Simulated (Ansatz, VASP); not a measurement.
**HC17: VASP beside Ansatz**

```
CELL_PARAMETERS angstrom
9.86400 0.00000 0.00000
-4.93200 8.54247 0.00000
0.00000 0.00000 12.00000
ATOMIC_POSITIONS crystal
C 0.98354 0.99037 0.12040
C 0.16824 0.08273 0.12039
C 0.99100 0.24353 0.07954
C 0.16083 0.32846 0.07954
C 0.99203 0.49462 0.07200
C 0.15979 0.57850 0.07199
C 0.99099 0.74467 0.07954
C 0.16082 0.82958 0.07954
C 0.24569 0.99301 0.08559
C 0.40983 0.07749 0.07606
C 0.24570 0.24991 0.08559
C 0.40983 0.32955 0.07606
C 0.24303 0.49539 0.07276
C 0.40961 0.57850 0.07156
C 0.24303 0.74485 0.07275
C 0.40961 0.82832 0.07156
C 0.49283 0.99451 0.07078
C 0.65898 0.07861 0.07079
C 0.49291 0.24506 0.07592
C 0.65842 0.32782 0.07218
C 0.49283 0.49553 0.07079
C 0.65898 0.57759 0.07079
C 0.49339 0.74530 0.07217
C 0.65890 0.82806 0.07592
C 0.74198 0.99563 0.07606
C 0.90612 0.08011 0.08560
C 0.74221 0.24480 0.07158
C 0.90879 0.32827 0.07276
C 0.74220 0.49462 0.07157
C 0.90878 0.57772 0.07276
C 0.74198 0.74356 0.07605
C 0.90611 0.82321 0.08559
C 0.99795 0.99754 0.24657
C 0.15387 0.07551 0.24653
H 0.90651 0.95176 0.31032
H 0.24515 0.12117 0.31041
```

Alike in both runs: functional LDA; k mesh 2 × 2 × 1; occupations gaussian, width 0.02 eV; no spin polarisation.

Ansatz relaxed the structure, and its values are those at the end. VASP's run is a single point on that final structure, the one shown.

|  | VASP | Ansatz |
| --- | --- | --- |
| version | VASP 6.6.1 | Ansatz 0.2.0 |
| potentials or method | VASP PAW LDA potentials, release 64 (C, H) | scalar-relativistic, plane waves, PAW |
| plane-wave cutoff (eV) | 520 | 420 |
| valence electrons in the cell | 138 | 138 |

VASP gave:

| Property | Result |
| --- | --- |
| rms of the force components (eV/Å) | 0.013 |

Q: What did Ansatz give for the same quantities?

A: rms of the force components (eV/Å): 0.003.
